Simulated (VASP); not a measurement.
Input of a VASP 6.6.1 run:

File INCAR:

```
  PREC = Accurate
  ENCUT = 550
  EDIFF = 1E-6
  ISMEAR = 0
  SIGMA = 0.05
  LREAL = F
  LASPH = T
  NELM = 80
  ALGO = Fast
  ISIF = 2
  LWAVE = F
  LCHARG = F
  GGA = PE
  NBANDS = 11
```

The input KPOINTS:

```
regular mesh
0
Gamma
  11 11 11
```

File POSCAR:

```
LiF
2.8482
    0.000000000000      0.707113264518      0.707113264518
    0.707113264518      0.000000000000      0.707113264518
    0.707113264518      0.707113264518      0.000000000000
F Li
1 1
Direct
    0.5000000000      0.5000000000      0.5000000000
    0.0000000000      0.0000000000      0.0000000000
```

Potentials or basis: VASP PAW PBE potentials, release 64 (F_GW, Li_GW).

The run is started by

```sh
$ cat potpaw_PBE.64/F_GW/POTCAR potpaw_PBE.64/Li_GW/POTCAR > POTCAR
$ mpirun -np 1 vasp_std > vasp.out
```

Question: What does it give for the band gap on the k mesh?

Answer: 9.05 eV, direct.

Caveat: an odd mesh through Γ misses points on the zone boundary, where band edges often lie.
